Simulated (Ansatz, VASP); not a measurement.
## One calculation of ZrB, two programs

Contents of INCAR:

```
SYSTEM = ZrB
  PREC = Accurate
  ENCUT = 520
  EDIFF = 1E-7
  ISMEAR = 0
  SIGMA = 0.15
  LREAL = .False.
  LASPH = .True.
  NELM = 100
  ALGO = Normal
  ISIF = 2
  LWAVE = .False.
  LCHARG = .False.
  GGA = CA
  NBANDS = 14
```

The input KPOINTS:

```
regular mesh
0
Gamma
  18 18 18
  0 0 0
```

The input POSCAR:

```
ZrB
1.0
    0.0000000000      2.3670643268      2.5150058472
    2.3670643268      0.0000000000      2.5150058472
    2.3670643268      2.3670643268      0.0000000000
Zr B
1 1
Direct
    0.0000000000      0.0000000000      0.0000000000
    0.5000000000      0.5000000000      0.5000000000
```

Input for Ansatz:

```yaml
crystal:
  lattice:
    - [0.0, 2.3670643268, 2.5150058472]
    - [2.3670643268, 0.0, 2.5150058472]
    - [2.3670643268, 2.3670643268, 0.0]
  atoms:
    - { symbol: Zr, position: [0.0, 0.0, 0.0] }
    - { symbol: B, position: [0.5, 0.5, 0.5] }
basis:
  ecutwfc: 520.0
kpoints:
  mp_grid: { grid: [18, 18, 18] }
hamiltonian:
  xc: lda
scf:
  occupations: { method: gaussian, width: 0.15 }
output:
  forces: true
  stress: true
  eigenvalues: true
```

Alike in both runs: task single point; functional LDA; k mesh 18 × 18 × 18; occupations gaussian, width 0.15 eV; no spin polarisation.

|  | VASP | Ansatz |
| --- | --- | --- |
| version | VASP 6.6.1 | Ansatz 0.2.0 |
| potentials or method | VASP PAW LDA potentials, release 64 (Zr_sv, B) | scalar-relativistic, plane waves, PAW |
| plane-wave cutoff (eV) | 520 | 520 |
| valence electrons in the cell | 15 | 15 |

```tsv
	VASP	Ansatz	Ansatz less VASP
gap on the k mesh at the Fermi level (eV)	none	none	-
pressure (GPa)	1.4	1.0	-0.33
largest component of the traceless stress (GPa)	12.95	12.88	-0.068
```

A gap of «none» marks a metal or a gap that the smearing closes.
